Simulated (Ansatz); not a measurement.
# Random alloy of the fcc Cu-Al line, x = 0.25 (128 atoms): geometry optimisation, part 2 of 3

Wanted: the relaxed structure of random alloy of the fcc Cu-Al line, x = 0.25 (128 atoms) and its electronic structure.

Ansatz 0.2.0; Kohn-Sham DFT, PBE, PAW (set soft_2), plane waves.

The cell: 96 Cu and 32 Al. The host structure and its lattice constant were typed by rule, without a check against the phase diagram.

So far. Step 3 (Cell and atoms relaxed): The relaxation changed the energy by -22.5 meV/atom, and atoms moved by 0.087 Å r.m.s., 0.2 Å at most.

**5. Single point at the relaxed geometry**

The electronic structure is read at the final geometry, in a run of its own.

File input.yaml:

```yaml
crystal:
  lattice:
    - [-7.3905, 7.39301, 7.35667]
    - [7.40281, -7.40404, 7.38001]
    - [7.41985, 7.43339, -7.3677]
  atoms:
    - { symbol: Cu, position: [0.49666, 0.00094, 0.99923] }
    - { symbol: Cu, position: [0.75437, 0.12539, 0.12471] }
    - { symbol: Cu, position: [0.62621, 0.25203, 0.12626] }
    - { symbol: Al, position: [0.63473, 0.13118, 0.2457] }
    - { symbol: Al, position: [0.74292, 0.2364, 0.99274] }
    - { symbol: Cu, position: [0.9944, 0.36833, 0.11909] }
    - { symbol: Al, position: [0.87902, 0.49596, 0.11821] }
    - { symbol: Cu, position: [0.87378, 0.3742, 0.24638] }
    - { symbol: Cu, position: [0.75365, 0.00232, 0.25548] }
    - { symbol: Cu, position: [0.99857, 0.12937, 0.37492] }
    - { symbol: Cu, position: [0.87898, 0.25369, 0.37574] }
    - { symbol: Cu, position: [0.87447, 0.12806, 0.50356] }
    - { symbol: Al, position: [0.99958, 0.99814, 0.99973] }
    - { symbol: Cu, position: [0.24783, 0.12826, 0.12536] }
    - { symbol: Cu, position: [0.12215, 0.24799, 0.12229] }
    - { symbol: Cu, position: [0.12464, 0.1288, 0.24854] }
    - { symbol: Cu, position: [0.25299, 0.25295, 0.00027] }
    - { symbol: Al, position: [0.50274, 0.37338, 0.1355] }
    - { symbol: Al, position: [0.37645, 0.50577, 0.11975] }
    - { symbol: Cu, position: [0.37216, 0.37581, 0.24825] }
    - { symbol: Cu, position: [0.50492, 0.49896, 0.00221] }
    - { symbol: Cu, position: [0.75323, 0.62299, 0.12885] }
    - { symbol: Cu, position: [0.62828, 0.75046, 0.12871] }
    - { symbol: Cu, position: [0.62557, 0.62368, 0.25202] }
    - { symbol: Al, position: [0.75401, 0.74365, 0.00407] }
    - { symbol: Cu, position: [0.00193, 0.87486, 0.12476] }
    - { symbol: Cu, position: [0.87554, 0.99868, 0.12767] }
    - { symbol: Cu, position: [0.87622, 0.8755, 0.25244] }
    - { symbol: Cu, position: [0.25011, 0.00324, 0.2514] }
    - { symbol: Al, position: [0.49665, 0.13377, 0.38686] }
    - { symbol: Cu, position: [0.37346, 0.25446, 0.37658] }
    - { symbol: Cu, position: [0.3728, 0.12548, 0.50263] }
    [... 90 atom lines left out ...]
    - { symbol: Cu, position: [0.61883, 0.98926, 0.8691] }
    - { symbol: Al, position: [0.62663, 0.88198, 0.01251] }
    - { symbol: Al, position: [0.98591, 0.74706, 0.75031] }
    - { symbol: Al, position: [0.24735, 0.88285, 0.87519] }
    - { symbol: Cu, position: [0.12112, 3.0e-05, 0.87213] }
    - { symbol: Cu, position: [0.12581, 0.87437, 0.00042] }
kpoints:
  mp_grid: { grid: [2, 2, 2] }
hamiltonian:
  xc: pbe
scf:
  occupations: { method: fermi_dirac, width: 0.1 }
output:
  forces: true
  stress: true
  populations: true
  dos:
    method: { smearing: { sigma: 0.08 } }
    de: 0.05
    projected: { site_lists: { Al: [Al], Cu: [Cu] } }
  eigenvalues: true
  write_density: true
  write_potential: true
  volumetric_format: npy
```

The run is started by

```console
$ ansatz run input.yaml --threads 6 --pin off --max-ram 102400MiB --backend cuda --events-out ev --progress --plain --runs-dir out
```

Numbers of over 12 decimals in the logs are rounded to 6 here.

Output:

```text
[...]
GPU FFT provider: cuFFT
GPU libraries: cuBLAS 13.8.2, cuFFT 12.4.0, cuSOLVER 12.3.4
Crystal: 128 atoms, lattice volume = 1619.307 Å³
Basis set: ecut = 420 eV, 31599 PW (Γ), exchange–correlation on 180×180×180 points (8 copies of the dense FFT grid, shifted against one another)
Bands: 1152, of which v1, the nominal top of the filled ones, is band 960 counted from 1 (959 counted from 0)
Symmetry: 1 space group operations
[...]
k-points: 8
[...]
GPU buffer pool allocated for 729000 grid points (all kernels)
[...]
SCF iter   1: F=—  HF=-653233.666981 eV  |F-HF|=—  |Δ(HF+E_count)|=         —  Δρ=3.49e-3  dr2=2.08e-1  ethr=1.77e-3  ⟨swp⟩=5.0  Hψ=32751  notcnv=0  defer=466
[...]
SCF iter  11: F=-653233.663227 eV  HF=-653233.663227 eV  |F-HF|=8.61e-9  |Δ(HF+E_count)|=   2.93e-8  Δρ=5.67e-7  dr2=9.00e-9  ethr=5.21e-12  ⟨swp⟩=9.0  Hψ=79521  notcnv=0
SCF 1 converged in 11 iterations: F = -653233.663227 eV  dr2 = 9.00e-9
[...]
SCF converged after 11 iterations
Free energy (F): -653233.663227 eV
[...]
Internal energy: -653232.435504 eV  (E = F + TS)
E sigma→0 (E₀):  -653233.049366 eV
Entropy (-TS):   -1.227723 eV (-9.592 meV/atom)
Fermi energy:    14.539626 eV
[...]
--- Forces (eV/Å), atoms counted from 1 ---
  atom   1  Cu     0.01424131    -0.01086110    -0.00768080
  atom   2  Cu    -0.00104431     0.00423326    -0.00169462
  atom   3  Cu    -0.01429429     0.00537196    -0.01631332
  atom   4  Al    -0.00186915    -0.02136015    -0.01097178
  atom   5  Al     0.00259153     0.00384758     0.02547335
  atom   6  Cu     0.00857698    -0.01658942     0.01593388
  atom   7  Al    -0.00268705     0.00382405    -0.01923648
  atom   8  Cu     0.00136688     0.00963692     0.01506341
  atom   9  Cu     0.01576127    -0.00053986    -0.00329745
  atom  10  Cu    -0.00565320     0.01369240     0.01546498
  atom  11  Cu     0.00800913    -0.00339583    -0.00000694
  atom  12  Cu     0.00653382    -0.01319721    -0.01483386
  atom  13  Al     0.00579432     0.00505269     0.00232477
  atom  14  Cu    -0.00795619    -0.01617971     0.00403452
[...]
atom 127  Cu     0.00247517    -0.00922784     0.00352105
  atom 128  Cu    -0.01106002    -0.00066121     0.00102239
  max |Σ_I F_I| component: 2.24e-5 eV/Å
--- Stress (GPa, compression-positive) ---
        0.030829      -0.001436       0.000363
       -0.001436       0.041744      -0.003604
        0.000363      -0.003604       0.012475
  P = ⅓ Tr σ = 0.0283 GPa (0.283 kbar)
--- Band table (eV; the first three rows and the last of 8) ---
[...]
--- Löwdin populations: 128 sites ---
  site symbol       q [e]
     0     Cu     18.4743
     1     Cu     18.5602
     2     Cu     18.5138
[...]
127     Cu     18.4946
  spilling = 0.007482 (of n_electrons = 1920.000000)
```

It took 19 s on 1 × NVIDIA H100 80GB HBM3 with 6 threads of AMD EPYC 7R13 (Zen 3), shared host; peak memory 4.9 GiB.

That memory is the host's; the program planned up to 37.2 GiB on the GPU.

Read from the output:

| Quantity | Value |
| --- | --- |
| free energy | -653233.6632 eV |
| free energy per atom | -5103.3880 eV/atom |
| SCF cycles | 11 |
| pressure | 0.02835 GPa |
| r.m.s. force component | 0.01114 eV/Å |
| longest force | 0.03984 eV/Å |
| Fermi energy | 14.54 eV |
| levels partly filled by over 2 per cent | 115 |
| spilling of the projection | 0.007482 |

States in the cell by windows of 1 eV, zero at the Fermi level; the larger projections on atomic orbitals stand beside the total:

| from (eV) | to (eV) | total | Cu d | Cu s | Al p |
| --- | --- | --- | --- | --- | --- |
| -14 | -11 | 0.0 | 0.0 | 0.0 | 0.0 |
| -11 | -10 | 3.4 | 0.0 | 2.0 | 0.3 |
| -10 | -9 | 9.9 | 0.1 | 4.8 | 1.6 |
| -9 | -8 | 16.4 | 0.6 | 6.8 | 4.2 |
| -8 | -7 | 19.9 | 1.7 | 7.5 | 5.8 |
| -7 | -6 | 30.0 | 5.6 | 10.1 | 9.0 |
| -6 | -5 | 53.6 | 24.8 | 12.8 | 11.2 |
| -5 | -4 | 191.2 | 164.3 | 12.2 | 11.3 |
| -4 | -3 | 352.2 | 331.4 | 4.9 | 11.1 |
| -3 | -2 | 351.2 | 335.1 | 4.9 | 6.9 |
| -2 | -1 | 80.9 | 58.8 | 6.8 | 10.1 |
| -1 | 0 | 42.6 | 14.4 | 8.1 | 12.7 |
| 0 | 1 | 34.3 | 6.4 | 7.5 | 11.0 |
| 1 | 2 | 36.5 | 4.8 | 9.5 | 10.0 |
| 2 | 3 | 37.1 | 3.4 | 11.2 | 9.2 |
| 3 | 4 | 39.8 | 2.4 | 10.0 | 9.7 |
| 4 | 5 | 36.6 | 1.6 | 10.4 | 7.3 |

The stored curve holds about 1151 of the 1920 electrons; the rest, give or take the few that broadening carries across the Fermi level, lie in deeper levels below its range.

The levels nearest the highest filled one (over half full), pooled over k-points and spins:

| level less the highest filled one (eV) | occupation |
| --- | --- |
| -0.0224 | 1.12 |
| -0.0204 | 1.11 |
| -0.0129 | 1.08 |
| -0.0099 | 1.06 |
| -0.009 | 1.06 |
| 0 | 1.01 |
| 0.0146 | 0.941 |
| 0.017 | 0.929 |
| 0.02 | 0.914 |
| 0.0209 | 0.91 |
| 0.03 | 0.865 |
| 0.0447 | 0.793 |

Electrostatic potential energy in the ac plane at fractional y = 0.000, with atoms of Cu and Al within 0.2 Å of it. With pseudopotentials it is smooth inside the atoms' cores, unlike the true potential.

Ten even steps from '0' (-40 eV) to '9' (17 eV), each cell a mean:
```
767999999999999720148999999999999767
788754689999999876799754589999999877
996100389999999999997200279999999999
985002699999999999995102689888999999
998668986447999999998668987766899999
999999840005999999999999867876899999
999999730037999999999999866767999999
999999976789754689999999988889743589
999999999997200279999999999996100389
999999999995101599999999999995102699
457999999998668986457999999998778986
016999999999999840015999999999999840
038999999999999720037998899999999720
789877789999999865789876679999999876
997677689999999999997688679999999999
986787789999999999987677789999999999
987677886447999999998778886336999999
999999840005999999999999840005999999
999999730148998899999999841148999999
999999976788766789999999987799743589
999999999987787689999999999997200279
989999999986776799999999999996102699
667899999998778986447999999998778987
876899999999999840016999999999999867
```
Columns run along a (12.8 Å; values clipped at the 3rd and 97th percentile), rows up along c (12.8 Å). Atoms in or near the plane, at fractional coordinates: Cu at (0.50, 0.00), Cu at (0.75, 0.26), Al at (0.00, 0.00), Cu at (0.88, 0.13), Cu at (0.25, 0.25), Cu at (0.50, 0.50), Al at (0.76, 0.76), Al at (0.37, 0.13), Al at (0.62, 0.37), Cu at (0.00, 0.50), Cu at (0.88, 0.63), Cu at (0.25, 0.75), Al at (0.12, 0.37), Cu at (0.37, 0.62) and more.

Valence density in the ac plane at fractional y = 0.000, with atoms of Cu and Al within 0.2 Å of it. It is the smooth field of the valence electrons, not physical close to the nuclei.

Ten steps, logarithmic in the rise over the least value, from '0' (0 e/Å³) to '9' (47 e/Å³), each cell a mean:
```
000000000000000158841000000000000000
000144210000000122210144310000000000
002698410000000000002698510000000000
013786200000000000003686300000000000
001221012442000000001221000000000000
000000148973000000000000000000000000
000000158851000000000000000000000000
000000012210134210000000000000244310
000000000002698510000000000002698510
000000000003687300000000000003686200
431000000001221012431000000001221012
962000000000000148973000000000000148
851000000000000158851000000000000158
210000000000000123210000000000000123
000000000000000000000000000000000000
000000000000000000000000000000000000
000000012431000000000000013542000000
000000148973000000000000148973000000
000000158841000000000000147741000000
000000012210000000000000012100245310
000000000000000000000000000002699510
000000000000000000000000000002686300
000000000000000013431000000001221000
000000000000000148962000000000000000
```
Columns run along a (12.8 Å), rows up along c (12.8 Å). Atoms in or near the plane, at fractional coordinates: Cu at (0.50, 0.00), Cu at (0.75, 0.26), Al at (0.00, 0.00), Cu at (0.88, 0.13), Cu at (0.25, 0.25), Cu at (0.50, 0.50), Al at (0.76, 0.76), Al at (0.37, 0.13), Al at (0.62, 0.37), Cu at (0.00, 0.50), Cu at (0.88, 0.63), Cu at (0.25, 0.75), Al at (0.12, 0.37), Cu at (0.37, 0.62) and more.

Within 0.4 eV of the Fermi level the largest share is Al p (40 % of the projected weight).

The surroundings of Cu115, picked at random, nearest first, numbered as they follow in the input and with coordinates relative to it.

| atom | x | y | z | distance (Å) | bonds |
| --- | --- | --- | --- | --- | --- |
| Cu115 | 0.00 | 0.00 | 0.00 | 0.00 | 12 |
| Al57 | 1.88 | 0.09 | 1.72 | 2.55 | 12 |
| Al113 | -1.85 | 0.06 | -1.78 | 2.57 | 12 |
| Cu48 | 0.01 | -1.81 | -1.86 | 2.59 | 12 |
| Cu53 | 1.83 | 0.02 | -1.84 | 2.59 | 12 |
| Cu98 | 1.86 | -1.84 | -0.03 | 2.62 | 12 |
| Cu116 | 0.00 | 1.86 | -1.86 | 2.63 | 12 |
| Cu46 | -1.87 | -1.85 | 0.03 | 2.63 | 12 |
| Al117 | -1.86 | 0.00 | 1.86 | 2.63 | 12 |
| Cu120 | 0.02 | 1.86 | 1.86 | 2.63 | 12 |
| Cu114 | -1.86 | 1.86 | 0.05 | 2.63 | 12 |
| Al108 | -0.04 | -1.96 | 1.78 | 2.65 | 12 |
| Cu54 | 1.88 | 1.87 | -0.04 | 2.66 | 12 |

The column of bonds counts only the pairs Cu-Cu within 3.18 Å, Cu-Al within 3.18 Å, Al-Al within 3.18 Å; other neighbours, such as metal atoms beside each other in a compound, aren't counted, and periodic images can show an atom twice.

**6. K-mesh 3×3×3**

A denser mesh tests the sampling of the Brillouin zone.

Edit input.yaml of step 5 so:

```diff
@@ -8,3 +8,3 @@
 kpoints:
-  mp_grid: { grid: [2, 2, 2] }
+  mp_grid: { grid: [3, 3, 3] }
 hamiltonian:
@@ -22,4 +22 @@
   eigenvalues: true
-  write_density: true
-  write_potential: true
-  volumetric_format: npy
```

Output:

```text
[...]
GPU FFT provider: cuFFT
GPU libraries: cuBLAS 13.8.2, cuFFT 12.4.0, cuSOLVER 12.3.4
Crystal: 128 atoms, lattice volume = 1619.307 Å³
Basis set: ecut = 420 eV, 31599 PW (Γ), exchange–correlation on 180×180×180 points (8 copies of the dense FFT grid, shifted against one another)
Bands: 1152, of which v1, the nominal top of the filled ones, is band 960 counted from 1 (959 counted from 0)
Symmetry: 1 space group operations
[...]
k-points: 14 of 27 (time reversal used)
[...]
GPU buffer pool allocated for 729000 grid points (all kernels)
[...]
SCF iter   1: F=—  HF=-653233.736434 eV  |F-HF|=—  |Δ(HF+E_count)|=         —  Δρ=3.45e-3  dr2=2.01e-1  ethr=1.77e-3  ⟨swp⟩=5.1  Hψ=56994  notcnv=0  defer=1124
[...]
SCF iter  10: F=—  HF=-653233.734998 eV  |F-HF|=—  |Δ(HF+E_count)|=   4.42e-9  Δρ=3.38e-6  dr2=1.28e-7  ethr=5.21e-12  ⟨swp⟩=8.5  Hψ=67459  notcnv=0
SCF iter  11: F=-653233.734998 eV  HF=-653233.734998 eV  |F-HF|=6.64e-9  |Δ(HF+E_count)|=   1.42e-7  Δρ=5.53e-7  dr2=7.97e-9  ethr=5.21e-12  ⟨swp⟩=3.0  Hψ=41775  notcnv=0
SCF 1 converged in 11 iterations: F = -653233.734998 eV  dr2 = 7.97e-9
[...]
SCF converged after 11 iterations
Free energy (F): -653233.734998 eV
[...]
Internal energy: -653232.492211 eV  (E = F + TS)
E sigma→0 (E₀):  -653233.113604 eV
Entropy (-TS):   -1.242787 eV (-9.709 meV/atom)
Fermi energy:    14.520559 eV
[...]
Σ components = -653233.734998   (vs F -653233.734998, Δ=0.00e0)
--- Forces (eV/Å), atoms counted from 1 ---
  atom   1  Cu     0.01844212    -0.00574535    -0.00354848
  atom   2  Cu    -0.00308491     0.01088233    -0.00550371
  atom   3  Cu    -0.00402292     0.00738183    -0.01090968
  atom   4  Al    -0.01711384    -0.03454265    -0.01517257
[...]
atom 128  Cu    -0.00173128     0.00878141     0.00014452
  max |Σ_I F_I| component: 1.91e-5 eV/Å
--- Stress (GPa, compression-positive) ---
        0.140463      -0.033530       0.047453
       -0.033530       0.065384       0.022958
        0.047453       0.022958      -0.016721
  P = ⅓ Tr σ = 0.0630 GPa (0.630 kbar)
--- Band table (eV; the first three rows and the last of 14) ---
[...]
--- Löwdin populations: 128 sites ---
  site symbol       q [e]
     0     Cu     18.4773
     1     Cu     18.5629
     2     Cu     18.5152
[...]
127     Cu     18.4957
  spilling = 0.007459 (of n_electrons = 1920.000000)
```

Run time: 40 s. Hardware: 1 × NVIDIA H100 80GB HBM3 with 6 threads; peak memory 5.1 GiB.

That memory is the host's; the program planned up to 62.1 GiB on the GPU.

Geometry and reference: those of the single point at the relaxed geometry.

Forces differ from those of the single point at the relaxed geometry by 7.4 meV/Å r.m.s.; the energy by -0.56 meV/atom and the pressure by +0.035 GPa. It took 40 s and 11 cycles; the reference's time can't be set against it, since the two runs asked for unlike analyses.

[end of part 2 of 3]

[Logs are printed without paths, hosts, clocks, repeated set-up lines and the standing remarks that a program may print on its own settings, such as how far it seeks lower states.]

[Hosts, paths, dates, database ids (printed as entryN), source tags and the programs' standing remarks are cut or masked in the printed files.]
